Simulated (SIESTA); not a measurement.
Zr under changes of volume

One of the cells (23.281 Å³/atom); the others are scaled copies at fixed shape and fractional positions:

```
Zr
1.0
     3.23200    0.00000    0.00000
    -1.61600    2.79899    0.00000
     0.00000    0.00000    5.14700
Zr
2
Cartesian
  1.6160 0.9330 3.8603
  0.0000 1.8660 1.2868
```

- Program: SIESTA 5.4.2
- Functional: LDA
- Potentials or basis: PseudoDojo 0.4 standard (LDA files)
- Basis: DZP (energy shift 0.003 Ry; two zetas on semicore shells)
- Grid cutoff: 800 Ry
- Energy shift: 0.003 Ry
- k mesh: 9 × 9 × 5
- Occupations: fermi-dirac, width 0.05 eV
- Spin: no spin polarisation

```csv
volume (Å³/atom),energy over the lowest point (meV/atom),pressure (GPa)
21.884,0.00,0.7
22.350,?,?
22.815,8.32,-3.4
23.281,20.97,-5.3
23.746,38.68,-6.9
24.212,61.00,-8.5
24.678,87.54,-9.9
```

Q: What does the run at 22.350 Å³/atom give?

A: Energy over the lowest point 1.15 meV/atom; pressure -1.5 GPa.

Worked out: A Birch-Murnaghan fit of order 3 (a polynomial in V^(-2/3)) to the other rows has its minimum at 22.03 Å³/atom with B0 = V·E''(V) = 104 GPa and B' = 3.2 at fixed shape and positions, which overstates the stiffness. It gives 1.15 meV/atom at 22.350 Å³/atom, against the run's 1.15, and -dE/dV = -1.5 GPa, against -1.5.

Energies are extrapolated to zero smearing.

Caveats: the basis of atomic orbitals isn't converged, which shifts pressures, moduli and gaps.
